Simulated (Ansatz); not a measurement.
CdSe (wurtzite), relaxed with r2SCAN: 3 runs in the plane-wave code Ansatz, each a calculation of independent-particle optics. Space group P6_3mc (No. 186), hexagonal; a = 4.341 Å, c = 7.077 Å in the conventional setting, 28.87 Å³ an atom. Cd is surrounded by 4 Se at 2.66 Å; Se is surrounded by 4 Cd at 2.66 Å. Spin-unpolarised throughout; all numbers are computed.

```
CELL_PARAMETERS angstrom
4.34072 0.00000 0.00000
-2.17036 3.75918 0.00000
0.00000 0.00000 7.07665
ATOMIC_POSITIONS crystal
Cd 0.33333 0.66667 0.99952
Cd 0.66667 0.33333 0.49952
Se 0.33333 0.66667 0.37548
Se 0.66667 0.33333 0.87548
```

On meshes this coarse, single peaks can be features of the mesh. No local fields, no excitons; the zone sum runs over the cells of the mesh, and ε∞ includes the bands left out of the spectrum. Up to four peaks are listed, those above 15 % of the tallest and inside the complete range; the four can differ from row to row.

| functional | k mesh | broadening (eV) | scissors (eV) | range (eV) | direct gap on the mesh before scissors (eV) | ε∞ xx | ε∞ yy | ε∞ zz | complete up to (eV) | tallest peaks of mean ε₂ (eV) |
| --- | --- | --- | --- | --- | --- | --- | --- | --- | --- | --- |
| PBE | 6×6×4 | 0.1 | 0.00 | 0–12 | 0.61 | 7.98 | 7.98 | 8.01 | 12.0 | 3.80 4.30 4.70 6.20 |
| r2SCAN | 6×6×4 | 0.1 | 0.00 | 0–12 | 1.10 | 6.53 | 6.53 | 6.59 | 12.0 | 4.25 4.75 6.30 6.65 |
| PBE | 6×6×4 | 0.1 | 0.93 (to HSE06) | 0–12 | 0.61 | 6.51 | 6.51 | 6.55 | 12.0 | 4.75 5.20 5.65 7.10 |

The runs are scalar-relativistic, without spin-orbit coupling.
